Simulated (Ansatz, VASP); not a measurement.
## One calculation of Ge, two programs

The input INCAR:

```
PREC = Accurate
ENCUT = 520
EDIFF = 1E-7
ISMEAR = -1
SIGMA = 0.05
LREAL = False
LASPH = True
NELM = 100
ALGO = Normal
ISIF = 2
LWAVE = False
LCHARG = False
GGA = PS
NBANDS = 21
```

The input KPOINTS:

```
Automatic mesh
0
Gamma
  8 8 8
```

File POSCAR:

```
Ge
1.0
    0.0000000000      2.7906767997      2.7906767997
    2.7906767997      0.0000000000      2.7906767997
    2.7906767997      2.7906767997      0.0000000000
Ge
2
Direct
    0.7500000000      0.7500000000      0.7500000000
    0.5000000000      0.5000000000      0.5000000000
```

File input.yaml:

```yaml
crystal:
  lattice:
    - [0.0, 2.7906767997, 2.7906767997]
    - [2.7906767997, 0.0, 2.7906767997]
    - [2.7906767997, 2.7906767997, 0.0]
  atoms:
    - { symbol: Ge, position: [0.75, 0.75, 0.75] }
    - { symbol: Ge, position: [0.5, 0.5, 0.5] }
hamiltonian:
  xc: pbesol
  pseudopotentials: { kind: paw }
kpoints:
  mp_grid: { grid: [8, 8, 8] }
scf:
  occupations: { method: fermi_dirac, width: 0.05 }
output:
  forces: true
  stress: true
  eigenvalues: true
```

Change from the starting cell: volume scaled by 0.96.

Alike in both runs: task single point; functional PBEsol; k mesh 8 × 8 × 8; occupations fermi-dirac, width 0.05 eV; no spin polarisation.

|  | VASP | Ansatz |
| --- | --- | --- |
| version | VASP 6.6.1 | Ansatz 0.2.0 |
| potentials or method | VASP PAW PBE potentials, release 64 (Ge_d) | Ansatz PAW |
| plane-wave cutoff (eV) | 520 | 420 |
| valence electrons in the cell | 28 | 28 |

Ansatz gave:

```
gap on the k mesh at the Fermi level (eV) : 0.24
least direct gap on the mesh (eV)         : 0.36
pressure (GPa)                            : 3.8
```

Estimate VASP's values.

gap on the k mesh at the Fermi level (eV): 0.25; least direct gap on the mesh (eV): 0.37; pressure (GPa): 3.7.

Caveats: the PAW data sets were made with another functional, which shifts forces and pressure a little (VASP); the PAW data sets come from PBE, with cores solved anew for the run's functional, which leaves a small shift of forces and pressure (Ansatz). A k mesh can miss the band edges.
